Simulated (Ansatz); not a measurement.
## A series in volume scale on W

All results are calculated (Ansatz 0.2.0). Periodic Kohn-Sham DFT of a crystal at fixed atoms, scaled to volume_scale times the given cell; pressure positive in compression, energy less spherical unpolarised free atoms, largest_vzz the field gradient of largest size among the nuclei.

The cell before it is scaled or strained (space group Fm-3m, No. 225):
```
CELL_PARAMETERS angstrom
0.00000 2.01830 2.01830
2.01830 0.00000 2.01830
2.01830 2.01830 0.00000
ATOMIC_POSITIONS crystal
W 0.00000 0.00000 0.00000
```

Settings of every row: method all-electron LAPW; functional PBE; relativity scalar; k mesh 16x16x16; filling fermi-dirac; smearing width 0.05 eV; basis error target 0.25 meV/atom; nucleus gaussian.

Atom start moment: 0 on all atoms.

Limits: no spin-orbit coupling on heavy atoms; the cell comes from a prototype or a list of computed structures and needn't be the stable phase.

```csv
row,volume scale,V (Å³/atom),energy less free atoms (eV/atom),pressure (GPa)
1,0.9405,15.465,-10.8953,19.574
2,0.97,15.95,-10.9383,9.139
3,1,16.443,-10.952,0.011
4,1.03,16.937,?,?
5,1.06,17.43,-10.9051,-14.52
```

Question: what energy less free atoms and pressure should row 4 give?

Worked fit of energy less free atoms. Take u = (V_r/V)^(2/3) − 1 with V_r = 16.197 Å³ an atom, which is twice the finite (Eulerian) strain; such expansions in the strain, on which the Birch-Murnaghan equation of state is built, carry the rest volume and the bulk modulus. The shown rows have u = 0.03131, 0.0103, -0.01, -0.04773. Least squares give energy less free atoms = −10.94866 + 0.6674 × u + 33.104 × u² eV/atom; a straight line predicts inner rows, each left out in turn, worse (root mean square 0.032 against 5.6e-05 eV/atom). All shown rows lie on it to the printed digit. Its lowest point lies at u = -0.0101, or V = 16.45 Å³ an atom, and the curvature there gives the bulk modulus at fixed shape and fractions, B = (4/9)(1 + u)² E″(u)/V = 281 GPa. The withheld row has u = -0.02934, so the fit gives −10.94866 + 0.6674 × (-0.02934) + 33.104 × (-0.02934)² = -10.9397 eV/atom.

The calculation gave -10.9397 eV/atom. The fit meets it to the printed digit.

Worked fit of pressure. Take u = (V_r/V)^(2/3) − 1 with V_r = 16.197 Å³ an atom, which is twice the finite (Eulerian) strain; such expansions in the strain, on which the Birch-Murnaghan equation of state is built, carry the rest volume and the bulk modulus. The shown rows have u = 0.03131, 0.0103, -0.01, -0.04773. Least squares give pressure = 4.3925 + 449.727 × u + 1120.9 × u² GPa; a straight line predicts inner rows, each left out in turn, worse (root mean square 1.1 against 0.0094 GPa). The rows lie off it by 0.002, -0.005, 0.004, -0.001 (root mean square 0.0034 GPa). The pressure vanishes at u = -0.0100, or V = 16.44 Å³ an atom, and there the bulk modulus at fixed shape and fractions is B = −V dP/dV = (2/3)(1 + u) dP/du = 282 GPa. The withheld row has u = -0.02934, so the fit gives 4.3925 + 449.727 × (-0.02934) + 1120.9 × (-0.02934)² = -7.838 GPa.

The calculation gave -7.81 GPa. The fit lies 0.028 GPa (0.082 % of the column's range) below it; its largest miss of a shown row is 0.005 GPa.
